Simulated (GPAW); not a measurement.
The system is BaTiO3.

```
CELL_PARAMETERS angstrom
3.99980 0.00000 0.00000
0.00000 3.99980 0.00000
0.00000 0.00000 4.01800
ATOMIC_POSITIONS crystal
Ba 0.00000 0.00000 0.00000
Ti 0.50000 0.50000 0.49000
O 0.00000 0.50000 0.51700
O 0.50000 0.00000 0.51700
O 0.50000 0.50000 0.01900
```

Program: GPAW 26.7.0. Alike in all runs: cell as given; cutoff (eV) 800; smearing fermi-dirac 0.05 eV.

**Question.** Order these runs on this cell by their pressure, lowest first.
A. level LDA; potentials or basis the program's PAW data sets (release 1.2.1) made for this functional, pw; spin off; k mesh 5 × 5 × 5; band path GXMGZRAZ,XR,MA; band points 60
B. level PBEint; potentials or basis PAW data sets generated in the run's folder for this functional, pw; spin SOC, no magnetisation; k mesh 4 × 4 × 4; band path GXMGZRAZ,XR,MA; band points 100; spin axis theta (degrees) 90; spin axis phi (degrees) 45; soc after scf second variation
C. level PBEsol; potentials or basis PAW data sets generated in the run's folder for this functional, pw; spin off; k mesh 7 × 7 × 7

**Answer.** A (-7.2 GPa), C (-2.4 GPa), B (-0.2 GPa).

Caveats: spin-orbit coupling was added after a scalar SCF, so levels and gaps hold it while energy, forces, pressure and moments don't (some runs).

Runs at the PBE level aren't shown here.
